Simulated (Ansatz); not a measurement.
# HfC (Fm-3m) in Ansatz: a series of runs

The runs below take HfC through relaxation of cell and atoms, single point, with PBE+D4, RPBE+D4, PBE.

Everything below comes from runs of Ansatz 0.2.0. Logs are shortened: lines on timing, memory, paths and dates and some standing lists are left out, and cuts for length are marked.

**1. Starting point**

Symmetry: Fm-3m, No. 225, cubic system. Conventional cell: a = 4.650 Å, b = 4.650 Å, c = 4.650 Å, α = 90.00°, β = 90.00°, γ = 90.00°. Around Hf (site symmetry m-3m) lie 6 C at 2.33 Å. C (site symmetry m-3m) is surrounded by 6 Hf at 2.33 Å.

**2. Relaxation of cell and atoms, PBE+D4**

input.yaml

```yaml
crystal:
  lattice:
    - [0.0, 2.325, 2.325]
    - [2.325, 0.0, 2.325]
    - [2.325, 2.325, 0.0]
  atoms:
    - { symbol: Hf, position: [0.5, 0.5, 0.5] }
    - { symbol: C, position: [0.0, 0.0, 0.0] }
kpoints:
  mp_grid: { grid: [10, 10, 10] }
scf:
  occupations: { method: fermi_dirac, width: 0.05 }
hamiltonian:
  xc: pbe
  dispersion: d4
  pseudopotentials: { kind: all_electron, lapw: { basis_error: 0.001 } }
output:
  forces: true
  stress: true
relax:
  f_tol: 0.01
  max_steps: 60
  cell: {}
```

Potentials or basis: all-electron LAPW, scalar-relativistic.

Started as:

```console
> ansatz run input.yaml --threads 1 --pin off --max-ram 3072MiB --backend cpu --events-out ev --progress --plain --runs-dir out
```

The log of the run:

```text
Warning: RAYON_NUM_THREADS=1 ignored (pool sized by the plan → 1); use --threads N
The last accepted step is kept in <dir> (removed where the run ends without a failure and the disk answers)
LAPW: plane waves up to 9.218 Å⁻¹, error target 1.0e-3 eV per atom; small_component_spin mean_spin; C in spheres of 0.922 Å, 6 of its electrons in bands, Dirac shells []; Hf in spheres of 1.333 Å, 42 of its electrons in bands, Dirac shells [] (how accurate: hamiltonian.pseudopotentials.lapw.basis_error, Limitations)
Engine: ansatz 0.2.0, aarch64-unknown-linux-gnu
Pseudopotentials: kind: all_electron
Pseudopotential: Hf, LAPW, valence charge 42, lapw/all_electron/scalar/gaussian/Hf, Koelling and Harmon's equation, gaussian nucleus
Pseudopotential: C, LAPW, valence charge 6, lapw/all_electron/scalar/gaussian/C, Koelling and Harmon's equation, gaussian nucleus
Functional definition: PBE
  parameter kappa = 0.804
  parameter beta = 0.06672455060314922
  exchange = pbe_x(kappa = kappa, mu = beta*pi^2/3)
  correlation = pbe_c(beta = beta)
Crystal: 2 atoms, lattice volume = 25.136 Å³
Basis set: ecut = 323.7244825786237 eV, 331 PW (Γ), exchange–correlation at level 2
Bands: 29, of which v1, the nominal top of the filled ones, is band 24 counted from 1 (23 counted from 0)
Symmetry: 48 space group operations
Space group: Fm-3m (ITA 225), of the structure as read, at distance tolerance 2.9e-5 Å
k-points: 47 of 1000
Non-local potential: Hf, projectors of the file, none
Non-local potential: C, projectors of the file, none
Initial density: superposition of atomic densities (chi_scale 0.1, normalization cell, long waves kept (reshape's long-wave potential 0.00 eV rms))
Initial wavefunctions: plane waves of lowest kinetic energy (no species holds an atomic orbital)
Functional: x = pbe(κ = 0.804, μ = 0.2195149727645171), c = pbe(β = 0.06672455060314922)
iter 1 solved again at ethr=1.30e-2 eV; its pass at ethr=1.00e-1 eV (dr2=6.22e0 eV) is discarded
SCF iter   1: F=—  HF=-411291.436263 eV  |F-HF|=—  |Δ(HF+E_count)|=         —  Δρ=1.31e-1  dr2=6.22e0  ethr=1.30e-2  ⟨swp⟩=2.0  Hψ=8237  notcnv=0
preconditioner: auto → none  [insulator: Δε(μ)=0.339 eV  Ē_g=18.109 eV  σ=0.050 eV  W_gap=0.61  n_scr=14 (ndim 8)  ℏωp=39.2 eV  f_vac=0.000  D(μ)=0.16/eV (n_scr^D=0)  ε∞_Penn≈5.7]
SCF iter   2: F=—  HF=-411290.493994 eV  |F-HF|=—  |Δ(HF+E_count)|=   9.42e-1  Δρ=8.41e-2  dr2=2.25e0  ethr=1.30e-2  ⟨swp⟩=3.0  Hψ=4188  notcnv=0
iter 3 solved again at ethr=5.26e-5 eV; its pass at ethr=4.68e-3 eV (dr2=2.53e-2 eV) is discarded
SCF iter   3: F=—  HF=-411289.446647 eV  |F-HF|=—  |Δ(HF+E_count)|=    1.05e0  Δρ=1.26e-2  dr2=2.53e-2  ethr=5.26e-5  ⟨swp⟩=2.0  Hψ=7150  notcnv=0
SCF iter   4: F=—  HF=-411289.443265 eV  |F-HF|=—  |Δ(HF+E_count)|=         —  Δρ=5.50e-3  dr2=5.50e-3  ethr=5.26e-5  ⟨swp⟩=2.0  Hψ=4007  notcnv=0
the basis was enlarged: its passes take 167.3 KiB over the memory plan, 1 of 1 planned eigensolver slots
SCF iter   5: F=—  HF=-411289.443012 eV  |F-HF|=—  |Δ(HF+E_count)|=   2.53e-4  Δρ=1.20e-3  dr2=2.15e-4  ethr=1.15e-5  ⟨swp⟩=2.0  Hψ=3996  notcnv=0
SCF iter   6: F=—  HF=-411289.442640 eV  |F-HF|=—  |Δ(HF+E_count)|=   3.73e-4  Δρ=3.95e-4  dr2=3.07e-5  ethr=4.49e-7  ⟨swp⟩=3.0  Hψ=4101  notcnv=0
SCF iter   7: F=—  HF=-411289.442560 eV  |F-HF|=—  |Δ(HF+E_count)|=   7.97e-5  Δρ=2.54e-5  dr2=1.56e-7  ethr=6.41e-8  ⟨swp⟩=3.0  Hψ=4144  notcnv=0
SCF iter   8: F=-411289.442560 eV  HF=-411289.442560 eV  |F-HF|=8.73e-10  |Δ(HF+E_count)|=   6.19e-8  Δρ=3.80e-6  dr2=1.98e-9  ethr=3.26e-10  ⟨swp⟩=3.0  Hψ=4184  notcnv=0
SCF 1 converged in 8 iterations: F = -411289.442560 eV  dr2 = 1.98e-9
relax step   1: F+E_penalty+E_count = -411289.44255993 eV  Δ(F+E_penalty+E_count) = +0.000e0 eV  max|allowed force component| = 6.574e-31 eV/Å  Δτ_max = 0.0000 Å  P = -3.251 GPa  Ω = 25.136 Å³  (8 SCF iters, accepted)
Crystal: 2 atoms, lattice volume = 24.535 Å³
Basis set: ecut = 328.99306699828054 eV, 331 PW (Γ), exchange–correlation at level 2
Initial density: handed on by an earlier stage of this run
Initial wavefunctions: those handed on with the density
iter 1 solved again at ethr=2.18e-7 eV; its pass at ethr=1.00e-1 eV (dr2=1.04e-4 eV) is discarded
SCF iter   1: F=—  HF=-411289.444297 eV  |F-HF|=—  |Δ(HF+E_count)|=         —  Δρ=7.81e-4  dr2=1.13e-4  ethr=2.18e-7  ⟨swp⟩=4.0  Hψ=7431  notcnv=0
preconditioner: auto → Kerker (q_TF=auto, 3.051 Å⁻¹)  [metal: Δε(μ)=0.140 eV  Ē_g=19.034 eV  σ=0.050 eV  W_gap=0.49  n_scr=14 (ndim 8)  ℏωp=39.7 eV  f_vac=0.000  D(μ)=0.31/eV (n_scr^D=0)]
SCF iter   2: F=—  HF=-411289.444188 eV  |F-HF|=—  |Δ(HF+E_count)|=   1.09e-4  Δρ=4.88e-4  dr2=5.28e-5  ethr=2.18e-7  ⟨swp⟩=2.0  Hψ=3989  notcnv=0
SCF iter   3: F=—  HF=-411289.444170 eV  |F-HF|=—  |Δ(HF+E_count)|=   1.83e-5  Δρ=1.92e-4  dr2=9.63e-6  ethr=1.10e-7  ⟨swp⟩=2.0  Hψ=3989  notcnv=0
SCF iter   4: F=—  HF=-411289.444154 eV  |F-HF|=—  |Δ(HF+E_count)|=   1.59e-5  Δρ=1.65e-4  dr2=8.40e-6  ethr=2.01e-8  ⟨swp⟩=2.0  Hψ=3989  notcnv=0
iter 5 solved again at ethr=1.73e-9 eV; its pass at ethr=1.75e-8 eV (dr2=8.32e-7 eV) is discarded
SCF iter   5: F=—  HF=-411289.444154 eV  |F-HF|=—  |Δ(HF+E_count)|=   6.23e-7  Δρ=5.47e-5  dr2=8.31e-7  ethr=1.73e-9  ⟨swp⟩=2.0  Hψ=6766  notcnv=0
SCF iter   6: F=-411289.444154 eV  HF=-411289.444154 eV  |F-HF|=5.76e-9  |Δ(HF+E_count)|=   2.32e-8  Δρ=2.02e-5  dr2=8.40e-8  ethr=1.73e-9  ⟨swp⟩=3.0  Hψ=4127  notcnv=0
SCF 2 converged in 6 iterations: F = -411289.444154 eV  dr2 = 8.40e-8
relax step   2: F+E_penalty+E_count = -411289.44415443 eV  Δ(F+E_penalty+E_count) = -1.594e-3 eV  max|allowed force component| = 5.752e-31 eV/Å  Δτ_max = 0.0000 Å  P = +2.518 GPa  Ω = 24.535 Å³  (6 SCF iters, accepted)
Crystal: 2 atoms, lattice volume = 24.794 Å³
Basis set: ecut = 326.69877321334593 eV, 331 PW (Γ), exchange–correlation at level 2
iter 1 solved again at ethr=3.78e-8 eV; its pass at ethr=1.00e-1 eV (dr2=1.81e-5 eV) is discarded
SCF iter   1: F=—  HF=-411289.446155 eV  |F-HF|=—  |Δ(HF+E_count)|=         —  Δρ=3.38e-4  dr2=2.07e-5  ethr=3.78e-8  ⟨swp⟩=4.1  Hψ=7441  notcnv=0
preconditioner: auto → Kerker (q_TF=auto, 3.046 Å⁻¹)  [metal: Δε(μ)=0.137 eV  Ē_g=18.988 eV  σ=0.050 eV  W_gap=0.48  n_scr=14 (ndim 8)  ℏωp=39.5 eV  f_vac=0.000  D(μ)=0.32/eV (n_scr^D=0)]
SCF iter   2: F=—  HF=-411289.446135 eV  |F-HF|=—  |Δ(HF+E_count)|=   1.96e-5  Δρ=2.11e-4  dr2=9.73e-6  ethr=3.78e-8  ⟨swp⟩=2.0  Hψ=3993  notcnv=0
SCF iter   3: F=—  HF=-411289.446132 eV  |F-HF|=—  |Δ(HF+E_count)|=   3.04e-6  Δρ=8.35e-5  dr2=1.78e-6  ethr=2.03e-8  ⟨swp⟩=2.0  Hψ=3990  notcnv=0
SCF iter   4: F=—  HF=-411289.446129 eV  |F-HF|=—  |Δ(HF+E_count)|=   3.24e-6  Δρ=7.02e-5  dr2=1.52e-6  ethr=3.71e-9  ⟨swp⟩=2.0  Hψ=3990  notcnv=0
iter 5 solved again at ethr=2.55e-10 eV; its pass at ethr=3.17e-9 eV (dr2=1.22e-7 eV) is discarded
SCF iter   5: F=—  HF=-411289.446129 eV  |F-HF|=—  |Δ(HF+E_count)|=   1.38e-7  Δρ=2.08e-5  dr2=1.22e-7  ethr=2.55e-10  ⟨swp⟩=2.0  Hψ=6767  notcnv=0
SCF iter   6: F=-411289.446129 eV  HF=-411289.446129 eV  |F-HF|=3.61e-9  |Δ(HF+E_count)|=   3.73e-9  Δρ=8.73e-6  dr2=1.66e-8  ethr=2.54e-10  ⟨swp⟩=3.0  Hψ=4129  notcnv=0
SCF 3 converged in 6 iterations: F = -411289.446129 eV  dr2 = 1.66e-8
relax step   3: F+E_penalty+E_count = -411289.44612921 eV  Δ(F+E_penalty+E_count) = -1.975e-3 eV  max|allowed force component| = 6.903e-31 eV/Å  Δτ_max = 0.0000 Å  P = -0.052 GPa  Ω = 24.794 Å³  (6 SCF iters, accepted)
Crystal: 2 atoms, lattice volume = 24.788 Å³
Basis set: ecut = 326.74499718204777 eV, 331 PW (Γ), exchange–correlation at level 2
iter 1 solved again at ethr=1.73e-11 eV; its pass at ethr=1.00e-1 eV (dr2=8.29e-9 eV) is discarded
SCF iter   1: F=—  HF=-411289.446130 eV  |F-HF|=—  |Δ(HF+E_count)|=         —  Δρ=1.00e-5  dr2=1.07e-8  ethr=1.73e-11  ⟨swp⟩=5.0  Hψ=7465  notcnv=0
preconditioner: auto → Kerker (q_TF=auto, 3.046 Å⁻¹)  [metal: Δε(μ)=0.137 eV  Ē_g=18.990 eV  σ=0.050 eV  W_gap=0.48  n_scr=14 (ndim 8)  ℏωp=39.5 eV  f_vac=0.000  D(μ)=0.31/eV (n_scr^D=0)]
SCF iter   2: F=-411289.446130 eV  HF=-411289.446130 eV  |F-HF|=6.40e-10  |Δ(HF+E_count)|=   2.23e-7  Δρ=5.61e-6  dr2=3.80e-9  ethr=1.73e-11  ⟨swp⟩=3.0  Hψ=4168  notcnv=0
SCF 4 converged in 2 iterations: F = -411289.446130 eV  dr2 = 3.80e-9
relax step   4: F+E_penalty+E_count = -411289.44613006 eV  Δ(F+E_penalty+E_count) = -8.518e-7 eV  max|allowed force component| = 7.757e-30 eV/Å  Δτ_max = 0.0000 Å  P = -0.001 GPa  Ω = 24.788 Å³  (2 SCF iters, accepted)
iter 1 solved again at ethr=6.78e-12 eV; its pass at ethr=1.00e-1 eV (dr2=3.25e-9 eV) is discarded
SCF iter   1: F=—  HF=-411289.446129 eV  |F-HF|=—  |Δ(HF+E_count)|=         —  Δρ=5.50e-6  dr2=3.27e-9  ethr=8.59e-12 (applied; sched 6.78e-12)  ⟨swp⟩=3.1  Hψ=6746  notcnv=0
SCF iter   2: F=-411289.446129 eV  HF=-411289.446129 eV  |F-HF|=0.00e0  |Δ(HF+E_count)|=   2.31e-7  Δρ=3.44e-6  dr2=1.46e-9  ethr=7.19e-12 (applied; sched 6.78e-12)  ⟨swp⟩=3.0  Hψ=4190  notcnv=0
SCF 5 converged in 2 iterations: F = -411289.446129 eV  dr2 = 1.46e-9
relax step   5: F+E_penalty+E_count = -411289.44612880 eV  Δ(F+E_penalty+E_count) = +1.259e-6 eV  max|allowed force component| = 4.667e-30 eV/Å  Δτ_max = 0.0000 Å  P = -0.001 GPa  Ω = 24.788 Å³  stress off target by 5.01e-4 GPa  SCF on the basis re-selected at this cell (its energy is not comparable with the rows above)  (2 SCF iters)
basis re-selected at this cell: Δ(F+E_penalty+E_count) = +1.259e-6 eV, ΔP = +0.000 GPa vs the last step (what re-selecting the basis moved, after the strain that the cell walked since its last selection, with what the two solves' SCF thresholds leave and, on support functions, any second-order correction that the steps lacked; it is no measure of the basis error at this ecutwfc). This SCF's stress stands 5.01e-4 GPa from its target on what of the cell is left free (relax.cell.stress_tol is 5.00e-2 GPa) and its largest allowed force component is 4.67e-30 eV/Å (relax.f_tol is 1.00e-2 eV/Å): within both
SCF converged after 2 iterations
Free energy (F): -411289.446129 eV
Harris-Foulkes:  -411289.446129 eV  (|F-HF|=0.00e0)
Internal energy: -411289.443442 eV  (E = F + TS)
E sigma→0 (E₀):  -411289.444785 eV
Entropy (-TS):   -0.002687 eV (-1.344 meV/atom)
Fermi energy:    20.830847 eV
--- Per-component energies (eV) ---
  E_band       = -4262.340755
  E_kinetic    = 457515.406884
  E_xc         = -8563.699078
  E_electrostatic = -860240.643664  (all electrons and nuclei)
  E_disp       = -0.507584  (pairwise vdW)
  E_smearing   = -0.002687  (= −TS)
  E_closure    = 0.000000  (closes the sum)
  E_atoms      = -411270.553854  (free atoms, spherical and without spin; not in F)
  Σ components = -411289.446129   (vs F -411289.446129, Δ=0.00e0)
  Basis errors (estimates in eV, not in F): energy 3.8e-4 per atom: plane waves 3.4e-4 (1.9e-4 summed), levels above the bands 2.1e-32, relativity 5.3e-8, radial functions 3.4e-5, core shells 2.8e-7; eigenvalues (radial functions only) 2.3e-6; not estimated: angular momenta, meshes, grids; target (lapw.basis_error) 1.0e-3; muffin-tin radii C 0.918 Å, Hf 1.327 Å
--- Forces (eV/Å), atoms counted from 1 ---
  atom   1  Hf     0.00000000    -0.00000000     0.00000000
  atom   2  C     -0.00000000    -0.00000000    -0.00000000
  max |Σ_I F_I| component: 5.39e-30 eV/Å
--- Stress (GPa, compression-positive) ---
       -0.000501      -0.000000      -0.000000
       -0.000000      -0.000501      -0.000000
       -0.000000      -0.000000      -0.000501
  P = ⅓ Tr σ = -0.0005 GPa (-0.005 kbar)
--- Relaxed structure (4 steps of the walk, 4 accepted, 1 SCFs on fresh bases) ---
  F+E_penalty+E_count = -411289.44612880 eV   max|allowed force component| = 4.667e-30 eV/Å   (the final SCF, on the basis selected at the relaxed cell)
  cell:  # Å, volume = 24.7884 Å³
    - [1.9871950928292798e-33, 2.3142286004856274, 2.3142286004856274]
    - [2.3142286004856274, -4.076297626316471e-34, 2.3142286004856274]
    - [2.3142286004856274, 2.3142286004856274, 3.413899262040045e-33]
  atoms:
    - { symbol: Hf, position: [0.49999999999999994, 0.49999999999999994, 0.49999999999999994] }
    - { symbol: C, position: [2.372897556929404e-36, -3.6672053152542075e-36, -4.0986412346959156e-36] }
```

Run time: 31 s. Hardware: 1 thread of Arm Neoverse V2, shared host; peak memory 0.33 GiB.

Results:

* Free energy: -411289.4461 eV
* Relaxed volume: 12.39 Å³/atom
* Relaxed cell: a = 3.273 Å, b = 3.273 Å, c = 3.273 Å, α = 60.00°, β = 60.00°, γ = 60.00°
* Space group after relaxing (to 0.05 Å): Fm-3m (No. 225)
* Energy gained by relaxing: 1.8 meV/atom
* Ionic steps: 5
* Pressure after relaxing: 0.0 GPa

Step by step:
```tsv
step	energy change (eV)	largest force (eV/Å)	volume (Å³)
1	0.0000	0.0000	25.14
2	-0.0016	0.0000	24.53
3	-0.0036	0.0000	24.79
4	-0.0036	0.0000	24.79
5	-0.0036	0.0000	24.79
```

Final structure:
```xyz
2
Lattice="0.0000 2.3142 2.3142 2.3142 0.0000 2.3142 2.3142 2.3142 0.0000" Properties=species:S:1:pos:R:3 pbc="T T T"
Hf    2.3142    2.3142    2.3142
C     0.0000    0.0000    0.0000
```

Spin-orbit coupling is left out, which matters for the levels of Hf.

(Continued in part 2 of 2.)
